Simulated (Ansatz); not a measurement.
# The graphene bilayer (AB) between two gates, part 4 of 4

How do the bands of the graphene bilayer (AB) follow a displacement field between two gates?

Ansatz 0.2.0; plane-wave DFT, PBE-D3(BJ), Ansatz PAW.

So far, gap, the smaller of path and mesh (eV): step 4 (gated layer, displacement field 0.905 V/nm) 0.0790; step 6 (displacement field 2.71 V/nm) 0.232; step 7 (displacement field 3.62 V/nm) 0.239; step 8 (displacement field -1.81 V/nm) 0.161; step 10 (the same run with other settings) 0.0789.

### 11. Varying the input: basis.xc_grid = 4

Another changed input: it repeats the earlier run at 0.905 V/nm with basis.xc_grid to 4.

The input, input.yaml:

```yaml
crystal:
  lattice:
    - [2.4653622442, 0.0, 0.0]
    - [-1.2326811221, 2.1350663331, 0.0]
    - [0.0, 0.0, 36.8027358321]
  atoms:
    - { symbol: C, position: [0.6666666667, 0.3333333333, 0.4537840178] }
    - { symbol: C, position: [0.3333333333, 0.6666666667, 0.453770613] }
    - { symbol: C, position: [0.0, 0.0, 0.546229387] }
    - { symbol: C, position: [0.6666666667, 0.3333333333, 0.5462159822] }
  periodic: [true, true, false]
  symmetry: { detect: true }
kpoints:
  mp_grid: { grid: [66, 66, 1] }
  band_path:
    path: [[0, 0, 0], [0.5, 0, 0], [0.33333333, 0.33333333, 0], [0, 0, 0]]
    npoints: 16
hamiltonian:
  xc: pbe
  dispersion: d3bj
scf:
  occupations: { method: fermi_dirac, width: 0.02585 }
  convergence: { dr2_threshold: 1.0e-10 }
output:
  forces: true
  eigenvalues: true
  write_potential: true
  write_density: true
  volumetric_format: npy
external_charges:
  - { charge: 0, barrier: 10, axis: 3, height: 23.603, sigma: 0.25 }
  - { charge: -0.002632, axis: 3, height: 25.103, sigma: 0.5 }
  - { charge: 0, barrier: 10, axis: 3, height: 13.2, sigma: 0.25 }
  - { charge: 0.002632, axis: 3, height: 11.7, sigma: 0.5 }
basis:
  xc_grid: 4
```

On the command line:

```
ansatz run input.yaml --threads 4 --pin off --max-ram 8192MiB --backend cpu --events-out ev --progress --plain --runs-dir out
```

Numbers of over 12 decimals in the logs are rounded to 6 here.

The log of the run:

```text
[...]
Crystal: 4 atoms, lattice volume = 193.719 Å³
Basis set: ecut = 420 eV, 3657 PW (Γ), exchange–correlation on 72×72×1000 points (64 copies of the dense FFT grid, shifted against one another)
Bands: 12, of which v1, the nominal top of the filled ones, is band 8 counted from 1 (7 counted from 0)
Symmetry: 6 space group operations
k-points: 397 of 4356 (time reversal used)
[...]
SCF iter   1: F=—  HF=-1006.361820 eV  |F-HF|=—  |Δ(HF+E_count)|=         —  Δρ=5.54e-2  dr2=5.32e0  ethr=3.10e-3  ⟨swp⟩=14.3  Hψ=60732  notcnv=0
[...]
SCF iter  13: F=-1004.220568 eV  HF=-1004.220568 eV  |F-HF|=8.30e-12  |Δ(HF+E_count)|=  2.47e-10  Δρ=1.58e-7  dr2=4.74e-11  ethr=1.00e-12  ⟨swp⟩=15.1  Hψ=49067  notcnv=0
SCF 1 converged in 13 iterations: F = -1004.220568 eV  dr2 = 4.74e-11
[...]
SCF converged after 13 iterations
Free energy (F): -1004.220568 eV
[...]
Internal energy: -1004.220534 eV  (E = F + TS)
E sigma→0 (E₀):  -1004.220551 eV
Entropy (-TS):   -0.000033 eV (-0.008 meV/atom)
Fermi energy:    -4.263929 eV
[...]
--- Forces (eV/Å), atoms and charges each counted from 1 ---
  atom   1  C     -0.00000000    -0.00000000    -0.00201455
  atom   2  C      0.00000000     0.00000000     0.00122945
  atom   3  C      0.00000000    -0.00000000    -0.00240220
  atom   4  C      0.00000000     0.00000000     0.00331650
  external charge   1     0.00000000     0.00000000     0.00148287
  external charge   2     0.00000000     0.00000000    -0.00011921
  external charge   3     0.00000000     0.00000000    -0.00162595
  external charge   4     0.00000000     0.00000000     0.00011893
  max |Σ_I F_I| component, the external charges' with the atoms': 1.42e-5 eV/Å
--- Band table (eV; the first three rows and the last of 397) ---
  k-point 0: bands = [... 4 lower, -7.3347, -7.3347, -7.2579, -7.2579, -0.3193, 0.5412, 3.1007, 4.0402]
  k-point 1: bands = [... 4 lower, -7.3573, -7.3467, -7.2805, -7.2699, -0.3123, 0.5484, 3.1069, 4.0437]
  k-point 2: bands = [... 4 lower, -7.4248, -7.3824, -7.3479, -7.3055, -0.2910, 0.5698, 3.1256, 4.0535]
  k-point 396: bands = [... 4 lower, -14.8629, -14.7858, -4.5713, -4.3059, -4.2268, -3.9452, 6.2866, 6.3684]
```

Run time: 95 s. Hardware: 4 threads of Intel Xeon at 2.50GHz (Skylake/Cascade Lake), shared host; peak memory 1.3 GiB; 6.2 min of CPU time.

Numbers from this step:

| Quantity | Value |
| --- | --- |
| gap along the path | 0.07902 eV |
| smallest direct gap along the path | 0.07902 eV |
| gap, the smaller of path and mesh | 0.07902 eV |
| potential beyond the upper barrier and gate, less the barrier, from the Fermi level | 4.660 eV |

Electronic bands along the path, in eV, zero at the Fermi level of the run, which the smearing sets inside the gap:

```csv
point,band 5,band 6,band 7,band 8,band 9,band 10,band 11,band 12
Γ,-3.07,-3.07,-2.99,-2.99,3.94,4.81,7.36,8.30
halfway,-6.31,-5.45,-5.09,-5.01,5.87,6.67,7.16,7.38
M,-6.46,-6.38,-2.54,-2.21,1.54,1.88,7.29,7.49
halfway,-8.28,-8.19,-1.95,-1.61,1.39,1.57,9.79,10.05
K,-10.60,-10.52,-0.31,-0.04,0.04,0.32,10.55,10.63
halfway,-6.45,-6.37,-5.73,-4.91,6.26,6.49,6.52,7.37
Γ,-3.07,-3.07,-2.99,-2.99,3.94,4.81,7.36,8.30
```

The electronic bands as a text plot (rows in eV, shown from -8.0 to 6.0 only):

```
    5.7 |      ++  + +                             +  +  +++
    5.2 |  ++++ +++  +                             +   +++  +++
    4.6 |++  +++      ++                         ++       +++  ++
    4.0 |++++           +                       +            ++++
    3.4 |               ++                      +
    2.8 |                +++                   +
    2.2 |                 +++                ++
    1.6 |                   +++++++++       +++
    1.1 |                           +++   +++
    0.5 |                              +++++
   -0.1 |                               *+
   -0.7 |                             *** **
   -1.3 |                           ***     *
   -1.9 |                      ******        **
   -2.5 |                 ********           ***
   -3.1 |***             ***                   **            ****
   -3.6 |  ****         **                      ***         ***
   -4.2 |    ****     ***                        ***      ***
   -4.8 |      * *******                            ** *****
   -5.4 |      *   ***                             *  ****
   -6.0 |       *** * ****                          ******
   -6.6 |    *** ***      ******                    ** ** ***
   -7.2 |****  **  *            **                 *  *  *   ****
   -7.7 | *****    *              *              ** **    ******
         Γ                   M           K                      Γ
```

```csv
quantity,this run,earlier run,difference
gap along the path (eV),0.07902,0.07902,1.0e-6
smallest direct gap along the path (eV),0.07902,0.07902,1.0e-6
"potential beyond the upper barrier and gate, less the barrier, from the Fermi level (eV)",4.660,4.660,0
```

Nothing in the table moves by 0.01 in its unit.

### 12. Summary of results

```json
{
  "gap with uncharged gates": "none",
  "electrostatic distance between the gates": "8.78 Å",
  "geometric distance between the gates": "13.4 Å",
  "gap at 3.62 V/nm": "0.239 eV"
}
```

**Reading.** The field opens a gap, 0.24 eV at 3.6 V/nm. The layers screen the field: the voltage is that of a vacuum gap 4.6 Å narrower than the real distance. The gates are charged sheets behind model barriers, not atoms. Gaps are the smaller of those on the path and on the mesh; band edges between these points would make them smaller still. In an AB bilayer of this kind the bands near K take a Mexican-hat shape, so the gap lies off K and is smaller than the splitting there.

[Logs are printed without paths, hosts, clocks, repeated set-up lines and the standing remarks that a program may print on its own settings, such as how far it seeks lower states.]

[Hosts, paths, dates, database ids (printed as entryN), source tags and the programs' standing remarks are cut or masked in the printed files.]

[Maps of the electrostatic potential energy from Ansatz leave out the sawtooth potential of an applied field or a dipole correction, so their vacuum need not be flat; planar profiles and work functions include it.]
